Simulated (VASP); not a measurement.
# Settings for BN: self-consistent run

BN, P6_3mc (no. 186), 4 atoms in the cell. PBE; PAW potentials N, B (PBE set). VASP 6.6.1.

Wanted: energy within 0.2 meV/atom; levels at the zone centre within 0.003 eV.

What the run is for: comparing ways to start; Accuracy asked: tight.

Levels at the zone centre: counted from the valence top at that point.

POSCAR:
```
BN
1.0
    2.5539396017      0.0000000000      0.0000000000
   -1.2769698009      2.2117765748      0.0000000000
    0.0000000000      0.0000000000      4.2268550000
N B
2 2
Direct
    0.3333333333      0.6666666667      0.1252760000
    0.6666666667      0.3333333333      0.6252760000
    0.3333333333      0.6666666667      0.4997240000
    0.6666666667      0.3333333333      0.9997240000
```

## How the run starts (with a second run first, the time holds both)

| How the run starts (with a second run first, the time holds both) | Energy less reference (meV/atom) | Levels at the zone centre, largest deviation (eV) | Time (s) |
|---|---|---|---|
| from scratch: 13 SCF iterations | 0.00 | 0.0000 | 9.3 |
| density of a coarse mesh (ICHARG 1): 13 + 9 SCF iterations | 0.00 | 0.0000 | 9.4 |
| orbitals of a lower cutoff (ISTART 1): 12 + 6 SCF iterations | 0.00 | 0.0001 | 12 |
| orbitals of a loose run: 9 + 3 SCF iterations | 0.00 | 0.0002 | 7.3 |

Chosen: orbitals of a loose run: 9 + 3 SCF iterations; it saves 2.0 s of 9.3, so from scratch: 13 SCF iterations would do nearly as well.

## All choices together

| Input | Energy less reference (meV/atom) | Levels at the zone centre, largest deviation (eV) | Time (s) |
|---|---|---|---|
| chosen settings | 0.00 | 0.0002 | 7.3 |
| reference settings throughout | 0.00 | 0.0000 | 9.3 |

The tolerance is met.

Values of the reference run: Levels at the zone centre: 0, 0, 8.334 eV from the valence top at Gamma.

## The input

INCAR.step1:
```
ALGO = Normal
EDIFF = 0.001
EFERMI = MIDGAP
ENCUT = 520
GGA = PE
GGA_COMPAT = F
ISIF = 2
ISMEAR = 0
LASPH = T
LCHARG = T
LREAL = F
LWAVE = T
NELM = 120
PREC = Normal
SIGMA = 0.03
```

INCAR.step2:
```
ALGO = Normal
EDIFF = 1E-6
EFERMI = MIDGAP
ENCUT = 520
GGA = PE
GGA_COMPAT = F
ISIF = 2
ISMEAR = 0
ISTART = 1
LASPH = T
LCHARG = F
LREAL = F
LWAVE = F
NELM = 120
PREC = Accurate
SIGMA = 0.03
```

KPOINTS:
```
k-points
0
Gamma
  11 11 6
```

Commands (each step's output is kept before the next begins):
```
cat potpaw_PBE.64/N/POTCAR potpaw_PBE.64/B/POTCAR > POTCAR
cp INCAR.step1 INCAR
mpirun -np 1 vasp_std > vasp.out
cp INCAR.step2 INCAR
mpirun -np 1 vasp_std > vasp.out
```

The chosen input took VASP 6.6.1 7.3 s on 1 core (Intel Xeon Platinum 8488C (Sapphire Rapids)), a shared host.

## An input that fails: restart asked without its files

VASP's message: ERROR: charge density could not be read from file CHGCAR for ICHARG>10.

Changes against the starting input:
```
- NELM = 120
+ NELM = 60
+ ICHARG = 11
```
